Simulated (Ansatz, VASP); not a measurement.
**Au in VASP and in Ansatz**

```
Au
1.0
     2.90000    0.00000    0.00000
    -1.45000    2.51147    0.00000
     0.00000    0.00000    4.88000
Au
2
Direct
  0.33333 0.66667 0.75000
  0.66667 0.33333 0.25000
```

This isn't the form of Au at room conditions, which is fcc.

Alike in both runs: task single point; functional PBEsol; k mesh 18 × 18 × 10; occupations gaussian, width 0.15 eV; no spin polarisation.

|  | VASP | Ansatz |
| --- | --- | --- |
| version | VASP 6.6.1 | Ansatz 0.2.0 |
| potentials or method | VASP PAW PBE potentials, release 64 (Au) | scalar-relativistic, plane waves, PAW |
| plane-wave cutoff (eV) | 520 | 420 |
| valence electrons in the cell | 22 | 38 |

```csv
,VASP,Ansatz,Ansatz less VASP
gap on the k mesh at the Fermi level (eV),none,none,-
pressure (GPa),-6.6,-6.4,+0.17
largest component of the traceless stress (GPa),0.06,0.07,+0.013
```

A gap of «none» marks a metal or a gap that the smearing closes. The two sets of potentials don't hold the same shells in valence.

Caveats: the PAW data sets were made with another functional, which shifts forces and pressure a little (VASP). Spin-orbit coupling is left out, which matters for the levels of Au.
